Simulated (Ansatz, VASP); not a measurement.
# Cross-check of WS2 (Tungstenite) between VASP and Ansatz, part 2 of 2

One calculation is typed for both programs; each brings its own data sets and cutoff. How far apart do they land?

VASP 6.6.1 and Ansatz 0.2.0.

So far: The structure; Ansatz: band structure, LDA; VASP: band structure, LDA.

The database entry behind the starting cell differs from later determinations by our own check (an axis about 1.4 % long against later determinations), so it need not match the best structure at ambient conditions.

### 3. VASP: band structure, LDA (continued)

Level of this step: LDA, no spin polarisation; plane waves and PAW (W_sv_GW, S_GW) (VASP).

Numbers of over 12 decimals in the logs are rounded to 6 here.

Parts of OUTCAR (step 3):

```text
ion  position               nearest neighbor table
   1  0.333  0.667  0.250-   4 2.40   6 2.40   4 2.40   6 2.40   4 2.40   6 2.40
   2  0.667  0.333  0.750-   3 2.40   5 2.40   3 2.40   5 2.40   3 2.40   5 2.40
   3  0.333  0.667  0.626-   2 2.40   2 2.40   2 2.40
   4  0.667  0.333  0.126-   1 2.40   1 2.40   1 2.40
   5  0.333  0.667  0.874-   2 2.40   2 2.40   2 2.40
   6  0.667  0.333  0.374-   1 2.40   1 2.40   1 2.40

  LATTYP: Found a hexagonal cell.
 ALAT       =     3.1800000000
 C/A-ratio  =     3.9308176101

 Subroutine GETGRP returns: Found 24 space group operations
 (whereof 12 operations were pure point group operations)

The static configuration has the point symmetry D_3d.
 The point group associated with its full space group is D_6h.

 Found     14 irreducible k-points:

   k-points           NKPTS =     14   k-points in BZ     NKDIM =     14   number of bands    NBANDS=     32

   dimension x,y,z NGX =    20 NGY =   20 NGZ =   80
   dimension x,y,z NGXF=    40 NGYF=   40 NGZF=  160

   ENCUT  =  340.0 eV  24.99 Ry    5.00 a.u.   4.78  4.78 18.79*2*pi/ulx,y,z

   NELECT =      52.0000    total number of electrons

 k-points in reciprocal lattice and weights: Automatic mesh
   0.00000000  0.00000000  0.00000000       0.014
   0.16666667  0.00000000  0.00000000       0.083
   0.33333333  0.00000000  0.00000000       0.083
   0.50000000  0.00000000  0.00000000       0.042
   0.16666667  0.16666667  0.00000000       0.083
   0.33333333  0.16666667  0.00000000       0.167
   0.33333333  0.33333333  0.00000000       0.028
   0.00000000  0.00000000  0.50000000       0.014
   0.16666667  0.00000000  0.50000000       0.083
[...]
0.33333333  0.16666667  0.50000000       0.167
   0.33333333  0.33333333  0.50000000       0.028

 average (electrostatic) potential at core
       1 -89.2547       2 -89.2547       3 -88.0703       4 -88.0703       5 -88.0703
       6 -88.0703

 E-fermi :   7.4218

 k-point     1 :       0.0000    0.0000    0.0000
  band No.  band energies     occupation
    ...
     22       4.9386      2.00000
     23       4.9386      2.00000
     24       5.7542      2.00000
     25       6.1589      2.00000
     26       7.3016      2.00000
     27       9.4905      0.00000
     28       9.4906      0.00000
     29       9.4962      0.00000
     30       9.4965      0.00000
     31       9.6497      0.00000
    ...

 k-point     2 :       0.1667    0.0000    0.0000
  band No.  band energies     occupation
    ...
     22       4.3439      2.00000
     23       4.9659      2.00000
     24       5.8555      2.00000
     25       6.0817      2.00000
     26       6.4714      2.00000
     27       8.8250      0.00000
     28       9.2806      0.00000
     29       9.3141      0.00000
     30       9.4712      0.00000
     31       9.5159      0.00000
    ...

 k-point     3 :       0.3333    0.0000    0.0000
  band No.  band energies     occupation
    ...
     22       4.9069      2.00000
     23       5.0017      2.00000
     24       5.0737      2.00000
     25       5.2700      2.00000
     26       5.5221      2.00000
     27       8.9080      0.00000
     28       9.0937      0.00000
     29       9.2296      0.00000
     30       9.6516      0.00000
     31       9.9642      0.00000
    ...

  Total       -4.5999391     -4.5999391     -2.2459777      0.0000000      0.0000000     -0.0000000
  in kB      -67.3236693    -67.3236693    -32.8716227      0.0000000      0.0000000     -0.0000000
  external PRESSURE =     -55.8396538 kB  Pullay stress =       0.0000000 kB

  energy-cutoff  :      340.00
  volume of cell :      109.47
      direct lattice vectors                 reciprocal lattice vectors
     3.180000000  0.000000000  0.000000000     0.314465409  0.181556688  0.000000000
    -1.590000000  2.753960784  0.000000000     0.000000000  0.363113377  0.000000000
     0.000000000  0.000000000 12.500000000     0.000000000  0.000000000  0.080000000

 POSITION                                       TOTAL-FORCE (eV/Angst)
 -----------------------------------------------------------------------------------
     -0.00000      1.83597      3.12500         0.000000      0.000000      0.000000
      1.59000      0.91799      9.37500        -0.000000     -0.000000      0.000000
     -0.00000      1.83597      7.82543         0.000000      0.000000      0.030214
      1.59000      0.91799      1.57543         0.000000     -0.000000      0.030214
     -0.00000      1.83597     10.92457         0.000000      0.000000     -0.030214
      1.59000      0.91799      4.67457         0.000000     -0.000000     -0.030214
 -----------------------------------------------------------------------------------
    total drift:                               -0.000000      0.000000     -0.000000

  FREE ENERGIE OF THE ION-ELECTRON SYSTEM (eV)
  ---------------------------------------------------
  free  energy   TOTEN  =       -56.5185477628 eV

  energy  without entropy=      -56.5185477628  energy(sigma->0) =      -56.51854776

 total charge
# of ion       s       p       d       f       tot
--------------------------------------------------
    1        3.074   6.026   3.096   0.065  12.262
    2        3.074   6.026   3.096   0.065  12.262
    3        1.346   2.314   0.080   0.000   3.740
    4        1.346   2.314   0.080   0.000   3.740
    5        1.346   2.314   0.080   0.000   3.740
    6        1.346   2.314   0.080   0.000   3.740
--------------------------------------------------
tot         11.533  21.309   6.512   0.131  39.485

[... 3 further parts left out ...]
```

This run has no spin polarisation, although W can carry a moment.

### 4. Side by side

Known differences besides the PAW data sets themselves: the two LDA forms differ slightly; the cutoff is 420 eV in Ansatz and 340 eV in VASP; Ansatz makes its cores anew for this functional, VASP keeps those of its LDA data sets. Total energies have different zeros and are not compared.

Compared:

```csv
quantity,Ansatz,VASP,difference
gap over the path points (eV),0.979,0.975,+0.004
```

Levels at points of the path, from each program's valence-band top (eV; 4 filled, then empty):

```csv
k (reciprocal lattice),Ansatz,VASP
0.000 0.000 0.000,-2.36 -1.55 -1.14 0.00 2.19 2.19 2.20,-2.36 -1.55 -1.14 0.00 2.19 2.19 2.19
0.136 0.000 0.000,-2.30 -1.37 -1.16 -0.57 1.73 2.00 2.08,-2.30 -1.37 -1.17 -0.58 1.72 2.00 2.07
0.318 0.000 0.000,-2.37 -2.16 -1.99 -1.76 1.53 1.78 1.93,-2.37 -2.16 -1.99 -1.76 1.53 1.77 1.92
0.500 0.000 0.000,-2.05 -1.89 -1.69 -1.53 2.09 2.13 2.47,-2.05 -1.89 -1.69 -1.53 2.09 2.12 2.46
0.470 0.061 0.000,-2.40 -2.25 -1.53 -1.35 2.08 2.11 2.47,-2.40 -2.24 -1.53 -1.35 2.07 2.10 2.46
0.409 0.182 0.000,-2.90 -2.58 -1.23 -1.02 1.68 1.74 2.60,-2.90 -2.58 -1.23 -1.02 1.68 1.73 2.60
0.348 0.303 0.000,-2.93 -2.81 -0.84 -0.67 1.08 1.09 2.11,-2.93 -2.81 -0.85 -0.68 1.08 1.09 2.11
0.303 0.303 0.000,-2.93 -2.72 -0.94 -0.78 1.22 1.22 2.15,-2.93 -2.72 -0.95 -0.79 1.21 1.22 2.14
0.182 0.182 0.000,-2.11 -1.92 -1.61 -1.57 0.98 1.78 2.06,-2.11 -1.92 -1.62 -1.58 0.97 1.78 2.05
0.061 0.061 0.000,-2.25 -1.33 -1.14 -0.35 1.95 2.01 2.12,-2.25 -1.33 -1.14 -0.35 1.95 2.01 2.11
```

At this near-relaxed geometry the largest component of a force difference is 65 meV/Å. Among the levels compared (up to four filled and three empty ones at each point), filled levels agree within 6 meV and empty ones within 7 meV.

### 5. Looking for the cause

The difference is large enough to ask for its cause, so further runs change the set-up of one program at a time, as the table lists.

```csv
run,r.m.s. force difference (meV/Å)
as above,31
"cores kept as stored, as VASP does, whose cores stay as stored",24
Ansatz's all-electron LAPW method,30
Ansatz's larger PAW set (cutoff 880 eV),29
norm-conserving potentials (cutoff 952 eV),46
```

### 6. What came out

```yaml
r_m_s_force_difference_band_structure_lda: 31 meV/Å
```

**Reading.** The r.m.s. force difference is 31 meV/Å (band structure, LDA), beyond the 12 meV/Å picked in this series as the mark of a large difference. For band structure, LDA: no further run halves the r.m.s. force difference; only Ansatz's side was varied. The all-electron run, which needs no data set, lies 30 meV/Å from VASP, against 31 for Ansatz's PAW result. 1 further run on this material is not shown. Differences of this kind measure data sets and numerical settings, not the functional's error against experiment.

[Lines on the potential files, build, host, timing and source positions are cut from VASP's logs without a mark.]

[Logs are printed without paths, hosts, clocks, repeated set-up lines and the standing remarks that a program may print on its own settings, such as how far it seeks lower states.]

[Hosts, paths, dates, database ids (printed as entryN), source tags and the programs' standing remarks are cut or masked in the printed files.]
